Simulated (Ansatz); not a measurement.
**Ge: properties at the relaxed cell**

The task here is to estimate one member of a computed series from the others.

Computed with Ansatz 0.2.0 (DFT PBE and PBEsol (the runs whose input is shown use PBEsol), scalar-relativistic, plane waves, PAW).

2 further runs of the same task are left out: 2 set aside as unsound or not needed.

## The system as given

It takes space group P6_3/mmc (No. 194, hexagonal). The conventional cell has a = 4.058 Å, b = 4.058 Å, c = 6.693 Å, α = 90.00°, β = 90.00°, γ = 120.00°. Ge (site symmetry 3m) is surrounded by 4 Ge at 2.49 to 2.51 Å.

Coordinates:

```
Ge
1.0
     4.05816    0.00000    0.00000
    -2.02908    3.51447    0.00000
     0.00000    0.00000    6.69253
Ge
4
Direct
  0.66667 0.33333 0.06279
  0.33333 0.66667 0.56279
  0.66667 0.33333 0.43721
  0.33333 0.66667 0.93721
```

It goes back to an entry of the Materials Project, which need not be the stable form.

It is the result of an earlier relaxation at this level (volume 23.86 Å³/atom; gap on the mesh: none (metal)).

Set-up of the first run:

Input file input.yaml:

```yaml
crystal:
  lattice:
    - [4.0581567173, 0.0, 0.0]
    - [-2.0290783587, 3.5144668097, 0.0]
    - [0.0, 0.0, 6.692528205]
  atoms:
    - { symbol: Ge, position: [0.6666666667, 0.3333333333, 0.0627911822] }
    - { symbol: Ge, position: [0.3333333333, 0.6666666667, 0.5627911822] }
    - { symbol: Ge, position: [0.6666666667, 0.3333333333, 0.4372088178] }
    - { symbol: Ge, position: [0.3333333333, 0.6666666667, 0.9372088178] }
basis:
  ecutwfc: 420
kpoints:
  mp_grid: { grid: [12, 12, 6] }
hamiltonian:
  xc: pbesol
scf:
  occupations: { method: gaussian, width: 0.1 }
output:
  forces: true
  stress: true
  eigenvalues: true
  write_density: true
  write_potential: true
  elf: true
  volumetric_format: npy
relax:
  adjacent_minimum: "off"
  f_tol: 0.005
  max_steps: 50
  cell: { stress_tol: 0.05 }
```

Started as:

```bash
> ansatz run input.yaml --threads 2 --pin off --max-ram 5120MiB --backend cpu --events-out ev --progress --plain --runs-dir out
```

Steps of the session up to this table: The cell under PBEsol; The cell under PBE+D3(BJ); The cell under LDA; Relaxing with r2SCAN.

One of the session's tables, all rows but one given; the rest of the session is left out.

It belongs to the step «One structure, several functionals». 

| functional | a (Å) | b (Å) | c (Å) | volume (Å³/atom) |
| --- | --- | --- | --- | --- |
| PBE | 4.058 | 4.058 | 6.693 | 23.86 |
| PBEsol | 3.996 | 3.996 | 6.596 | 22.81 |
| PBE+D3(BJ) | ? | ? | ? | ? |
| LDA | 3.959 | 3.959 | 6.531 | 22.17 |
| r2SCAN | 3.996 | 3.996 | 6.603 | 22.82 |

Q: Estimate the row for PBE+D3(BJ) from the others.

**Answer.** a (Å): 4.014; b (Å): 4.014; c (Å): 6.627; volume (Å³/atom): 23.11. In the column «a (Å)» it lies between r2SCAN (3.996) and PBE (4.058).
